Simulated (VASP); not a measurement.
# Mn (Pm-3m) in VASP: further runs

The runs below take Mn through single point, relaxation of cell and atoms, with BLYP.

Program: VASP 6.6.1. These are calculated values, not measurements. Logs are shortened: lines on timing, memory, paths and dates and some standing lists are left out, and cuts for length are marked.

## Step 1: The structure

The structure is cubic, space group Pm-3m (No. 221). The conventional cell has a = 2.315 Å, b = 2.315 Å, c = 2.315 Å, α = 90.00°, β = 90.00°, γ = 90.00°. Mn (site symmetry m-3m) has 6 Mn at 2.31 Å as nearest neighbours.

The cell was built by a generator and needn't be a form met in nature.

## Step 2: Single point, BLYP

Input file INCAR:

```
PREC = Accurate ; ENCUT = 520
EDIFF = 1E-7 ; ISMEAR = -1
SIGMA = 0.1 ; LREAL = False
LASPH = True ; NELM = 60
ALGO = Normal ; ISIF = 2
LWAVE = False ; LCHARG = False
GGA = B5 ; ALDAX = 1.0
AGGAX = 1.0 ; AGGAC = 1.0
ALDAC = 0.0 ; NBANDS = 12
```

Input file KPOINTS:

```
regular mesh
0
Gamma
  13 13 13
```

Input file POSCAR:

```
Mn
1.0
    2.3148400082      0.0000000000      0.0000000000
    0.0000000000      2.3148400082      0.0000000000
    0.0000000000      0.0000000000      2.3148400082
Mn
1
Direct
    0.0000000000      0.0000000000      0.0000000000
```

Potentials or basis: VASP PAW PBE potentials, release 64 (Mn_pv).

Launch:

```
cat potpaw_PBE.64/Mn_pv/POTCAR > POTCAR
mpirun -np 1 vasp_std > vasp.out
```

OUTCAR:

```text
PREC = Accurate
   ENCUT = 520
   EDIFF = 1E-7
   ISMEAR = -1
   LREAL = False
   LASPH = True
   NELM = 60
   ISIF = 2
   GGA = B5

 ion  position               nearest neighbor table
   1  0.000  0.000  0.000-

  LATTYP: Found a simple cubic cell.
 ALAT       =     2.3148400082

  Lattice vectors:

 A1 = (   2.3148400082,   0.0000000000,   0.0000000000)
 A2 = (   0.0000000000,   2.3148400082,   0.0000000000)
 A3 = (   0.0000000000,   0.0000000000,   2.3148400082)

Analysis of symmetry for initial positions (statically):
=====================================================================
 Subroutine PRICEL returns:
 Original cell was already a primitive cell.

 Routine SETGRP: Setting up the symmetry group for a
 simple cubic supercell.

 Subroutine GETGRP returns: Found 48 space group operations
 (whereof 48 operations were pure point group operations)
 out of a pool of 48 trial point group operations.

The static configuration has the point symmetry O_h .

Analysis of symmetry for dynamics (positions and initial velocities):
=====================================================================
 Subroutine PRICEL returns:
 Original cell was already a primitive cell.

 Routine SETGRP: Setting up the symmetry group for a
 simple cubic supercell.

 Subroutine GETGRP returns: Found 48 space group operations
 (whereof 48 operations were pure point group operations)
 out of a pool of 48 trial point group operations.

The dynamic configuration has the point symmetry O_h .

 Subroutine INISYM returns: Found 48 space group operations
 (whereof 48 operations are pure point group operations),
 and found     1 'primitive' translations

----------------------------------------------------------------------------------------

                                     Primitive cell

  volume of cell :      12.4040

  direct lattice vectors                    reciprocal lattice vectors
     2.314840008  0.000000000  0.000000000     0.431995298  0.000000000  0.000000000
     0.000000000  2.314840008  0.000000000     0.000000000  0.431995298  0.000000000
     0.000000000  0.000000000  2.314840008     0.000000000  0.000000000  0.431995298

  length of vectors
     2.314840008  2.314840008  2.314840008     0.431995298  0.431995298  0.431995298

  position of ions in fractional coordinates (direct lattice)
     0.000000000  0.000000000  0.000000000

  ion indices of the primitive-cell ions
   primitive index   ion index
                 1           1

----------------------------------------------------------------------------------------

 KPOINTS: regular mesh

Automatic generation of k-mesh.
 Grid dimensions read from file:
 generate k-points for:   13   13   13

 Generating k-lattice:

  Cartesian coordinates                     Fractional coordinates (reciprocal lattice)
     0.033230408  0.000000000  0.000000000     0.076923077  0.000000000  0.000000000
     0.000000000  0.033230408  0.000000000     0.000000000  0.076923077  0.000000000
     0.000000000  0.000000000  0.033230408     0.000000000  0.000000000  0.076923077

  Length of vectors
     0.033230408  0.033230408  0.033230408

  Shift w.r.t. Gamma in fractional coordinates (k-lattice)
     0.000000000  0.000000000  0.000000000

 Subroutine IBZKPT returns following result:
 ===========================================

 Found     84 irreducible k-points:

 Following reciprocal coordinates:
            Coordinates               Weight
  0.000000  0.000000  0.000000      1.000000
  0.076923  0.000000  0.000000      6.000000
  0.153846  0.000000  0.000000      6.000000
  0.230769  0.000000  0.000000      6.000000
  0.307692  0.000000  0.000000      6.000000
  0.384615  0.000000  0.000000      6.000000
[... 16 lines left out ...]
  0.307692  0.307692  0.000000     12.000000
  0.384615  0.307692  0.000000     24.000000
 [... further k-points ...]
   k-points           NKPTS =     84   k-points in BZ     NKDIM =     84   number of bands    NBANDS=     12
   number of dos      NEDOS =    301   number of ions     NIONS =      1
   total plane-waves  NPLWV =   5832
   dimension x,y,z NGX =    18 NGY =   18 NGZ =   18
   dimension x,y,z NGXF=    36 NGYF=   36 NGZF=   36
   ions per type =               1
   NGX,Y,Z   is equivalent  to a cutoff of  12.93, 12.93, 12.93 a.u.
   NGXF,Y,Z  is equivalent  to a cutoff of  25.85, 25.85, 25.85 a.u.
 SYSTEM =  unknown system
   PREC   = accura    normal or accurate (medium, high low for compatibility)
   ISTART =      0    job   : 0-new  1-cont  2-samecut
   ICHARG =      2    charge: 1-file 2-atom 10-const
   ISPIN  =      1    spin polarized calculation?
   LNONCOLLINEAR =      F non collinear calculations
   LSORBIT =      F    spin-orbit coupling
   LASPH  =      T    aspherical Exc in radial PAW
   ENCUT  =  520.0 eV  38.22 Ry    6.18 a.u.   4.30  4.30  4.30*2*pi/ulx,y,z
   NELM   =     60;   NELMIN=  2; NELMDL= -5     # of ELM steps
   EDIFF  = 0.1E-06   stopping-criterion for ELM
   LREAL  =      F    real-space projection
   EDIFFG = 0.1E-05   stopping-criterion for IOM
   NSW    =      0    number of steps for IOM
   IBRION =     -1    ionic relax: 0-MD 1-quasi-New 2-CG
   NFREE  =      0    steps in history (QN), initial steepest desc. (CG)
   ISIF   =      2    stress and relaxation
   ISYM   =      2    0-nonsym 1-usesym 2-fastsym
   POTIM  = 0.5000    time-step for ionic-motion
   TEBEG  =    0.0;   TEEND  =   0.0 temperature during run
   PSTRESS=    0.0 pullay stress
   NELECT =      13.0000    total number of electrons
   NUPDOWN=      -1.0000    fix difference up-down
   EMIN   =  10.00;   EMAX   =-10.00  energy-range for DOS
   EFERMI =   0.00;   METHOD = LEGACY
   ISMEAR =    -1;   SIGMA  =   0.10  broadening in eV -4-tet -1-fermi 0-gaus
   EFERMI_NEDOS =   21; number of points for ismear=-14 and -15
   IALGO  =     38    algorithm
   IMIX   =      4    mixing-type and parameters
     AMIX     =   0.40;   BMIX     =  1.00
     AMIX_MAG =   1.60;   BMIX_MAG =  1.00
  volume/ion in A,a.u.               =      12.40        83.71
  Fermi-wavevector in a.u.,A,eV,Ry     =   1.662908  3.142441 37.623701  2.765264
  Thomas-Fermi vector in A             =   2.749717
   LORBIT       =      0    0 simple, 1 ext, 2 COOP (PROOUT), +10 PAW based schemes
   GGA     = B5    functional components
   LHFCALC =     F    Hartree Fock is set to
   AEXX    =    0.0000 exact exchange contribution
   IVDW    =     0    specifies the selected vdW correction
   LEPSILON=     F    determine dielectric tensor
   LRPA    =     F    only Hartree local field effects (RPA)
 non-spin polarized calculation
  energy-cutoff  :      520.00
  volume of cell :       12.40
 maximum number of plane-waves:       343
 NGX is ok and might be reduce to    18
   NGX =  9   NGY =  9   NGZ =  9

 number of electron      12.9999985 magnetization

 Free energy of the ion-electron system (eV)
  ---------------------------------------------------
  ext. energy  EPLUGINS =         0.00000000
  ---------------------------------------------------
  free energy    TOTEN  =        -7.10120835 eV

  energy without entropy =       -7.03668093  energy(sigma->0) =       -7.06894464

 E-fermi :   9.3831     XC(G=0): -12.4473

 val. band max:        9.3813280216   @ k =   0.3846   0.3077   0.0000
 cond. band min:       9.3991226497   @ k =   0.3846   0.3846   0.0769
 fundamental gap:      0.0177946281
 Fermi energy:         9.3830604738

 k-point     1 :       0.0000    0.0000    0.0000
  band No.  band energies     occupation
      1     -38.1681      2.00000
      2     -38.1681      2.00000
      3     -38.1681      2.00000
      4       1.8032      2.00000
      5       5.8759      2.00000
      6       5.8759      2.00000
      7      10.9483      0.00000
      8      10.9483      0.00000
      9      10.9483      0.00000
     10      29.3542      0.00000
     11      29.3542      0.00000
     12      29.3542      0.00000

 k-point     2 :       0.0769    0.0000    0.0000
  band No.  band energies     occupation
      1     -38.2140      2.00000
      2     -38.1641      2.00000
      3     -38.1641      2.00000
      4       1.9906      2.00000
      5       5.9119      2.00000
      6       5.9984      2.00000
      7      10.8373      0.00000
      8      10.8373      0.00000
      9      10.9570      0.00000
     10      27.5788      0.00000
     11      29.6320      0.00000
     12      29.6320      0.00000

 k-point     3 :       0.1538    0.0000    0.0000
  band No.  band energies     occupation
      1     -38.3404      2.00000
      2     -38.1533      2.00000
      3     -38.1533      2.00000
      4       2.5282      2.00000
      5       6.0130      2.00000
      6       6.3524      2.00000
      7      10.5397      0.00002
      8      10.5397      0.00002
      9      10.9811      0.00000
     10      24.6248      0.00000
     11      30.4313      0.00000
     12      30.4313      0.00000

 k-point     4 :       0.2308    0.0000    0.0000
  band No.  band energies     occupation
      1     -38.5165      2.00000
      2     -38.1380      2.00000
      3     -38.1380      2.00000
      4       3.3427      2.00000
      5       6.1588      2.00000
      6       6.8938      2.00000
      7      10.1426      0.00100
      8      10.1426      0.00100
      9      11.0152      0.00000
     10      21.7298      0.00000
     11      31.6681      0.00000
     12      31.6681      0.00000

 k-point     5 :       0.3077    0.0000    0.0000
  band No.  band energies     occupation
      1     -38.7007      2.00000
      2     -38.1218      2.00000
      3     -38.1218      2.00000
      4       4.3090      2.00000
      5       6.3181      2.00000
      6       7.5438      2.00000
      7       9.7457      0.05184
      8       9.7457      0.05183
      9      11.0516      0.00000
     10      19.1577      0.00000
     11      32.5675      0.00000
     12      33.2444      0.00000
[... 228 lines left out ...]
      1     -38.8066      2.00000
      2     -38.4408      2.00000
      3     -38.0796      2.00000
      4       5.8247      2.00000
      5       6.7468      2.00000
      6       8.2290      1.99998
      7       9.5773      0.25069
      8      10.3741      0.00010
      9      10.8355      0.00000
     10      17.8041      0.00000
     11      26.0023      0.00000
     12      31.9978      0.00000

 k-point    22 :       0.4615    0.2308    0.0000
  band No.  band energies     occupation
      1     -38.8890      2.00000
      2     -38.4313      2.00000
      3     -38.0721      2.00000
      4       6.1718      2.00000
      5       6.6653      2.00000
      6       8.2275      1.99998
      7       9.4166      0.83383
      8      10.4004      0.00008
      9      12.0425      0.00000
     10      16.0363      0.00000
     11      27.1433      0.00000
     12      30.4677      0.00000

 k-point    23 :       0.3077    0.3077    0.0000
  band No.  band energies     occupation
      1     -38.6459      2.00000
      2     -38.6263      2.00000
      3     -38.0771      2.00000
      4       5.5538      2.00000
      5       6.7409      2.00000
      6       8.9186      1.98095
      7       9.8854      0.01308
      8      10.0195      0.00344
      9      10.2887      0.00023
     10      19.7147      0.00000
     11      23.5306      0.00000
     12      31.7733      0.00000

 k-point    24 :       0.3846    0.3077    0.0000
  band No.  band energies     occupation
      1     -38.7822      2.00000
      2     -38.6170      2.00000
      3     -38.0641      2.00000
      4       5.6134      2.00000
      5       6.7887      2.00000
      6       9.3813      1.00866
      7       9.6554      0.12323
      8      10.0194      0.00344
      9      11.5149      0.00000
     10      17.9935      0.00000
     11      23.9642      0.00000
     12      29.6514      0.00000

 [... further k-points ...]

------------------------ aborting loop because EDIFF is reached ----------------------------------------

  FORCE on cell =-STRESS in cart. coord.  units (eV):
  Direction    XX          YY          ZZ          XY          YZ          ZX
  --------------------------------------------------------------------------------------
  -------------------------------------------------------------------------------------
  Total        0.0130043      0.0130043      0.0130043     -0.0000000     -0.0000000      0.0000000
  in kB        1.6797082      1.6797082      1.6797082     -0.0000000     -0.0000000      0.0000000
  external PRESSURE =       1.6797082 kB  Pullay stress =       0.0000000 kB

 VOLUME and BASIS-vectors are now :
 -----------------------------------------------------------------------------
  energy-cutoff  :      520.00
  volume of cell :       12.40
      direct lattice vectors                 reciprocal lattice vectors
     2.314840008  0.000000000  0.000000000     0.431995298  0.000000000  0.000000000
     0.000000000  2.314840008  0.000000000     0.000000000  0.431995298  0.000000000
     0.000000000  0.000000000  2.314840008     0.000000000  0.000000000  0.431995298

 POSITION                                       TOTAL-FORCE (eV/Angst)
 -----------------------------------------------------------------------------------
      0.00000      0.00000      0.00000         0.000000      0.000000      0.000000
 -----------------------------------------------------------------------------------
    total drift:                                0.000000      0.000000      0.000000

  FREE ENERGIE OF THE ION-ELECTRON SYSTEM (eV)
  ---------------------------------------------------
  free  energy   TOTEN  =        -7.1012083454 eV

  energy  without entropy=       -7.0366809326  energy(sigma->0) =       -7.06894464
```

Wall time 20 s (1 thread of Intel Xeon Platinum 8559C (Emerald Rapids), shared host); peak memory 0.12 GiB.

Results:

```yaml
Free_energy: -7.1012 eV
Pressure: 0.2 GPa
Band_gap_on_the_k_mesh: none (metal or under the smearing width)
```

Caveat: the PAW data sets were made with another functional, which shifts forces and pressure a little; the run has no spin polarisation, though such a crystal can be magnetic. Spin polarisation is off, so any magnetic state and its effect on volume and gap are missing.

## Step 3: Relaxation of cell and atoms, BLYP

This run uses another cell than the first one, of 12.69 Å³/atom, 1.023 times its volume.

Input file INCAR:

```
  PREC = Accurate
  ENCUT = 600
  EDIFF = 1E-6
  ISMEAR = -1
  SIGMA = 0.1
  LREAL = False
  LASPH = True
  NELM = 80
  ALGO = Normal
  ISIF = 3
  LWAVE = False
  LCHARG = False
  GGA = B5
  ALDAX = 1.0
  AGGAX = 1.0
  AGGAC = 1.0
  ALDAC = 0.0
  IBRION = 2
  NSW = 80
  EDIFFG = -0.01
```

Input file KPOINTS:

```
Automatic mesh
0
Gamma
  13 13 13
```

Input file POSCAR:

```
Mn
1.0
    2.3324620846      0.0000000000      0.0000000000
    0.0000000000      2.3324620846      0.0000000000
    0.0000000000      0.0000000000      2.3324620846
Mn
1
Direct
    0.0000000000      0.0000000000      0.0000000000
```

Potentials or basis: VASP PAW PBE potentials, release 64 (Mn_pv).

Launch:

```
cat potpaw_PBE.64/Mn_pv/POTCAR > POTCAR
mpirun -np 1 vasp_std > vasp.out
```

Run time: 36 s. Hardware: 1 thread of Intel Xeon Platinum 8559C (Emerald Rapids), shared host; peak memory 0.13 GiB.

The run converged. Its results:

```yaml
Free_energy: -7.1021 eV
Relaxed_volume: 12.40 Å³/atom
Relaxed_cell: a = 2.315 Å, b = 2.315 Å, c = 2.315 Å, α = 90.00°, β = 90.00°, γ = 90.00°
Space_group_after_relaxing_to_0.05_Å: Pm-3m (No. 221)
Energy_gained_by_relaxing: 3.6 meV/atom
Ionic_steps: 3
Pressure_after_relaxing: -0.1 GPa
Band_gap_on_the_k_mesh: none (metal or under the smearing width)
```

The path:
| step | energy change (eV) | largest force (eV/Å) | pressure (GPa) | volume (Å³) |
| --- | --- | --- | --- | --- |
| 1 | 0.0000 | 0.0000 | -4.02 | 12.69 |
| 2 | 0.0007 | 0.0000 | 5.03 | 12.11 |
| 3 | -0.0036 | 0.0000 | -0.06 | 12.40 |

Final structure:
```
CELL_PARAMETERS angstrom
2.31487 0.00000 0.00000
0.00000 2.31487 0.00000
0.00000 0.00000 2.31487
ATOMIC_POSITIONS crystal
Mn 0.00000 0.00000 0.00000
```

Levels at points of the mesh, in eV from the Fermi level:
| k point | band 4 | band 5 | band 6 | band 7 | band 8 | band 9 |
| --- | --- | --- | --- | --- | --- | --- |
| (0.00, 0.00, 0.00) | -7.58 | -3.51 | -3.51 | 1.57 | 1.57 | 1.57 |

Caveat: the PAW data sets were made with another functional, which shifts forces and pressure a little; the run has no spin polarisation, though such a crystal can be magnetic. Spin polarisation is off, so any magnetic state and its effect on volume and gap are missing.

## Step 4: Single point, BLYP

This run uses another cell than the first one, of 13.40 Å³/atom, 1.080 times its volume.

Input file INCAR:

```
SYSTEM = Mn
PREC = Accurate
ENCUT = 520
EDIFF = 1E-7
ISMEAR = -1
SIGMA = 0.1
LREAL = .False.
LASPH = .True.
NELM = 80
ALGO = Normal
ISIF = 2
LWAVE = .False.
LCHARG = .False.
GGA = B5
ALDAX = 1.0
AGGAX = 1.0
AGGAC = 1.0
ALDAC = 0.0
NBANDS = 12
```

Input file KPOINTS:

```
regular mesh
0
Gamma
  15 15 15
  0 0 0
```

Input file POSCAR:

```
Mn
1.0
    2.3749924407      0.0000000000      0.0000000000
    0.0000000000      2.3749924407      0.0000000000
    0.0000000000      0.0000000000      2.3749924407
Mn
1
Direct
    0.0000000000      0.0000000000      0.0000000000
```

Launch:

```
cat potpaw_PBE.64/Mn_pv/POTCAR > POTCAR
mpirun -np 1 vasp_std > vasp.out
```

It took 16 s on 1 thread of Intel Xeon Platinum 8559C (Emerald Rapids), shared host; peak memory 0.12 GiB.

It converged, with:

* Free energy: -7.0630 eV
* Pressure: -12.1 GPa
* Band gap on the k mesh: none (metal or under the smearing width)

Levels at points of the mesh, in eV from the Fermi level:
| k point | band 2 | band 3 | band 4 | band 5 | band 6 | band 7 | band 8 | band 9 | band 10 | band 11 |
| --- | --- | --- | --- | --- | --- | --- | --- | --- | --- | --- |
| (0.00, 0.00, 0.00) | -47.58 | -47.58 | -7.23 | -3.18 | -3.18 | 1.39 | 1.39 | 1.39 | 19.02 | 19.02 |

Caveat: the PAW data sets were made with another functional, which shifts forces and pressure a little; the run has no spin polarisation, though such a crystal can be magnetic. Spin polarisation is off, so any magnetic state and its effect on volume and gap are missing.

## Step 5: Single point, BLYP

This run uses another cell than the first one, of 11.41 Å³/atom, 0.920 times its volume.

Input file INCAR:

```
AGGAC = 1.0
AGGAX = 1.0
ALDAC = 0.0
ALDAX = 1.0
ALGO = Normal
EDIFF = 1E-7
ENCUT = 520
GGA = B5
ISIF = 2
ISMEAR = -1
LASPH = T
LCHARG = F
LREAL = F
LWAVE = F
NBANDS = 12
NELM = 60
PREC = Accurate
SIGMA = 0.1
```

Input file KPOINTS:

```
k-points
0
Gamma
  15 15 15
```

Input file POSCAR:

```
Mn
1.0
    2.2513875265      0.0000000000      0.0000000000
    0.0000000000      2.2513875265      0.0000000000
    0.0000000000      0.0000000000      2.2513875265
Mn
1
Direct
    0.0000000000      0.0000000000      0.0000000000
```

Launch:

```
cat potpaw_PBE.64/Mn_pv/POTCAR > POTCAR
mpirun -np 1 vasp_std > vasp.out
```

Run time: 23 s. Hardware: 1 thread of Intel Xeon Platinum 8559C (Emerald Rapids), shared host; peak memory 0.12 GiB.

It converged, with:

| Item | Value |
| --- | --- |
| Free energy | -7.0461 eV |
| Pressure | 19.2 GPa |
| Band gap on the k mesh | none (metal or under the smearing width) |

Levels at points of the mesh, in eV from the Fermi level:
```tsv
k point	band 4	band 5	band 6	band 7	band 8	band 9
(0.00, 0.00, 0.00)	-7.98	-3.92	-3.92	1.75	1.75	1.75
```

Caveat: so large a pressure means that the cell lies far from this level's equilibrium, or that cutoff or potentials fall short; the potentials were made for another functional, which shifts forces and pressure; the run has no spin polarisation, though such a crystal can be magnetic. Spin polarisation is off, so any magnetic state and its effect on volume and gap are missing.

## Step 6: The runs side by side

```csv
task,cell,k mesh,cutoff (eV),gap on the mesh (eV),pressure (GPa)
single point,"Pm-3m, 12.4 Å³/atom",13 × 13 × 13,520,none,0.2
relaxation of cell and atoms,relaxed,13 × 13 × 13,600,none,-0.1
single point,"Pm-3m, 13.4 Å³/atom",15 × 15 × 15,520,none,-12.1
single point,"Pm-3m, 11.41 Å³/atom",15 × 15 × 15,520,none,19.2
```

Alike in all rows: level BLYP; potentials or basis VASP PAW PBE potentials, release 64 (Mn_pv); no spin polarisation; smearing fermi-dirac 0.1 eV.

Every run on the cell as given and a fine mesh finds a metal.

Caveats: the run has no spin polarisation, though such a crystal can be magnetic; the PAW data sets were made with another functional, which shifts forces and pressure a little (some runs); so large a pressure means that the cell lies far from this level's equilibrium, or that cutoff or potentials fall short (some runs); the potentials were made for another functional, which shifts forces and pressure (some runs).

Absolute energies hang on the potentials; compare differences alone.
